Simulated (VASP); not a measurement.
An input for Quantum ESPRESSO's pw.x (written as the equivalent of a VASP run, and not itself run):

```
&CONTROL
  calculation = 'vc-relax'
  pseudo_dir = './pseudo'
  outdir = './out'
  tprnfor = .true.
  tstress = .true.
  nstep = 60
  forc_conv_thr = 0.00078
/
&SYSTEM
  ibrav = 0
  nat = 4
  ntyp = 2
  ecutwfc = 84
  occupations = 'smearing'
  smearing = 'gaussian'
  degauss = 0.003675
  input_dft = 'pz'
/
&ELECTRONS
  conv_thr = 7.3e-08
  electron_maxstep = 100
/
&IONS
/
&CELL
/
ATOMIC_SPECIES
  Li 6.940 Li.upf
  N 14.007 N.upf
CELL_PARAMETERS angstrom
     1.7734605   -3.0717240   -0.0000000
     1.7734605    3.0717240    0.0000000
    -0.0000000   -0.0000000    3.7883347
ATOMIC_POSITIONS crystal
  Li   0.3333330  0.6666670  0.0000000
  Li   0.6666670  0.3333330  0.0000000
  Li   0.0000000  0.0000000  0.5000000
  N    0.0000000  0.0000000  0.0000000
K_POINTS automatic
  7 7 5 0 0 0
```

### Question
Write the VASP files for the same calculation (LDA).

### Answer
One answer among several that fit: 
### INCAR
```
ALGO = Normal
EDIFF = 1E-6
EDIFFG = -0.02
ENCUT = 520
IBRION = 2
ISIF = 3
ISMEAR = 0
LASPH = T
LCHARG = F
LREAL = F
LWAVE = F
NELM = 100
NSW = 60
PREC = Accurate
SIGMA = 0.05
SYSTEM = Li3N
```

File KPOINTS:
```
Automatic mesh
0
Gamma
  7 7 5
0 0 0
```

File POSCAR:
```
Li3N
1
    1.7734605326    -3.0717240004    -0.0000000000
    1.7734605326     3.0717240004     0.0000000000
   -0.0000000000    -0.0000000000     3.7883347364
Li N
3 1
Direct
  0.3333330000   0.6666670000   0.0000000000
  0.6666670000   0.3333330000   0.0000000000
  0.0000000000   0.0000000000   0.5000000000
  0.0000000000   0.0000000000   0.0000000000
```

POTCAR, in this order: Li_sv N (LDA.64 set). Program: vasp_std.

Limits of the translation: the potentials are each code's own (VASP's PAW set, PseudoDojo norm-conserving files in pw.x), so ENCUT and ecutwfc are chosen apart and not converted; conv_thr bounds pw.x's estimated SCF error, while EDIFF bounds the energy change between steps; forc_conv_thr acts on force components and is met together with etot_conv_thr.

The compound is Li3N in the alpha structure. It was relaxed first, which changed the volume by -8 %. The start is the result of an earlier pass.
